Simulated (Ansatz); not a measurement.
# Ge: the cost of one run

Computed with Ansatz 0.2.0 (DFT PBEsol, scalar-relativistic, plane waves, PAW, unless a step's input says otherwise).

4 further runs of the same task are left out: 4 set aside as unsound or not needed.

### Step 1. The system as given

It takes space group Fd-3m (No. 227, cubic). Conventional cell: a = 5.677 Å, b = 5.677 Å, c = 5.677 Å, α = 90.00°, β = 90.00°, γ = 90.00°. Ge (site symmetry -43m) has 4 Ge at 2.46 Å as nearest neighbours.

As a file:

```xyz
2
Lattice="0.0000 2.8387 2.8387 2.8387 0.0000 2.8387 2.8387 2.8387 0.0000" Properties=species:S:1:pos:R:3 pbc="T T T"
Ge    2.8387    2.8387    2.8387
Ge    4.2581    4.2581    4.2581
```

This cell was relaxed beforehand with the same method: volume 22.88 Å³/atom, gap on the mesh none (metal).

### Step 2. Phonons at Γ, at rest

Input file input.yaml:

```yaml
crystal:
  lattice:
    - [0.0, 2.8387418727, 2.8387418727]
    - [2.8387418727, 0.0, 2.8387418727]
    - [2.8387418727, 2.8387418727, 0.0]
  atoms:
    - { symbol: Ge, position: [0.5, 0.5, 0.5] }
    - { symbol: Ge, position: [0.75, 0.75, 0.75] }
basis:
  ecutwfc: 420
kpoints:
  mp_grid: { grid: [14, 14, 14] }
hamiltonian:
  xc: pbesol
scf:
  occupations: { method: fermi_dirac, width: 0.15 }
output:
  eigenvalues: true
phonons:
  method: dfpt
  eigenvectors: true
```

On the command line:

```
$ ansatz run input.yaml --threads 1 --pin off --max-ram 3072MiB --backend cpu --events-out ev --progress --plain --runs-dir out
```

**Question.** How long does this run take on 1 thread of Intel Xeon 6975P-C (Granite Rapids), shared host, and how much memory does it need?

About 21 s, with a peak of 0.94 GiB.
